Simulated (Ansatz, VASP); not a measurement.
**Cs: VASP beside Ansatz**

```xyz
1
Lattice="-3.0225 3.0225 3.0829 3.0225 -3.0225 3.0829 3.0225 3.0225 -3.0829" Properties=species:S:1:pos:R:3 pbc="T T T"
Cs    0.0000    0.0000    0.0000
```

Change from the starting cell: zz strain of +2 %.

Alike in both runs: task single point; functional LDA; k mesh 9 × 9 × 9; occupations fermi-dirac, width 0.05 eV; no spin polarisation.

|  | VASP | Ansatz |
| --- | --- | --- |
| version | VASP 6.6.1 | Ansatz 0.2.0 |
| potentials or method | VASP PAW LDA potentials, release 64 (Cs_sv), cutoff 520 eV | all-electron LAPW, scalar-relativistic |

|  | VASP | Ansatz | Ansatz less VASP |
| --- | --- | --- | --- |
| pressure (GPa) | -0.3 | -0.3 | +0.01 |

Ansatz ran all-electron here, so the differences hold the error of VASP's frozen core and of both bases.

Spin-orbit coupling is left out, which matters for the levels of Cs.
